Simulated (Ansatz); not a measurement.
I need a phonon calculation by linear response of CdS, space group Fm-3m. Use Ansatz's Python interface. Level of theory: LDA, PAW, the default cutoff (420 eV here), 6×6×6 k-points, Fermi-Dirac smearing of 0.05 eV.

The script reads `cds.vasp`:
```text
CdS
1.0
   0.00000000    2.75324400    2.75324400
   2.75324400    0.00000000    2.75324400
   2.75324400    2.75324400    0.00000000
Cd S
1 1
Direct
   0.00000000    0.00000000    0.00000000
   0.50000000    0.50000000    0.50000000
```

The script, `run_dfpt.py`:
```python
'''Zone-centre and zone-boundary phonons of CdS by linear response.'''

from pathlib import Path

import ansatz as az
from ase.io import read
import numpy as np

atoms = read('cds.vasp', format='vasp')
crystal = az.Crystal.from_ase(atoms)

job = (
    crystal.calculation()
    .functional('lda')
    .pseudopotentials('paw')
    .occupations('fermi_dirac', width=0.05)  # smearing steadies the SCF of a metal
    .scf(tolerance=1e-10)
    .kpoints(6, 6, 6)  # the mesh must be finer for metals
    .phonons('dfpt', points=[(0, 0, 0), (0.5, 0.5, 0.5)])
)
done = job.run(runs_dir='runs')
ph = done.phonons

for q in ph.qpoints:
    thz = np.asarray(q.omega_inv_cm) / 33.35641
    print('q = ({:.2f}, {:.2f}, {:.2f})'.format(*q.q_frac), np.round(thz, 2) + 0.0, 'THz')
```

Output of `python run_dfpt.py`:
```text
DeckWarning: basis.ecutwfc = 420 eV, auto-derived from the records' recommended cutoffs: set by Cd (normal level)
q = (0.00, 0.00, 0.00) [0.   0.   0.   2.79 2.79 2.79] THz
q = (0.50, 0.50, 0.50) [-4.13 -4.13  2.25  2.25  4.13  7.14] THz
```
(Warnings from the package without file and line.)

The cell isn't relaxed first, so the values belong to this volume. The mesh is modest for a metal, so energies can be off by several to tens of meV an atom and pressures by half a GPa or more; differences at equal mesh fare better. A negative frequency stands for an imaginary mode. This is a high-temperature or high-pressure form, not the ambient phase. No non-analytic term is added, so at the zone centre the longitudinal optical modes of a polar crystal aren't split off. This cell is a computed structure, which may not be the phase found in nature. The structure is taken as given; imaginary modes can come from an unrelaxed or unstable start. Wall time of the script: 17 s on 1 thread of Arm Neoverse V2, with other jobs on the host, peak memory 0.54 GiB.
